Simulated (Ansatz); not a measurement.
Theory: DFT, revPBE, plane waves (420 eV) with PAW, scalar-relativistic (Ansatz 0.2.0). (PAW data from PBE, frozen cores regenerated.)

An element in the hcp structure gives this curve. The cell is scaled uniformly from the relaxed one, with fractional coordinates and shape fixed. Energies are extrapolated to zero smearing, pressures are those at the given smearing. Magnetic state: spin not included.

| V (Å³/atom) | E − E₀ (meV/atom) | P (GPa) |
| --- | --- | --- |
| 28.873 | 60.5 | 6.01 |
| 30.186 | 22.9 | 3.43 |
| 31.498 | 4.1 | 1.40 |
| 32.811 | 0.2 | -0.19 |
| 34.123 | 8.0 | -1.44 |
| 35.436 | 24.9 | -2.42 |
| 36.748 | 48.8 | -3.19 |

**Question.** Which element is it?
A. lutetium
B. gadolinium
C. ytterbium
D. lead

**Answer.** D. Its fit is V₀ = 32.55 Å³/atom, B₀ = 37 GPa, B₀′ = 5.0.
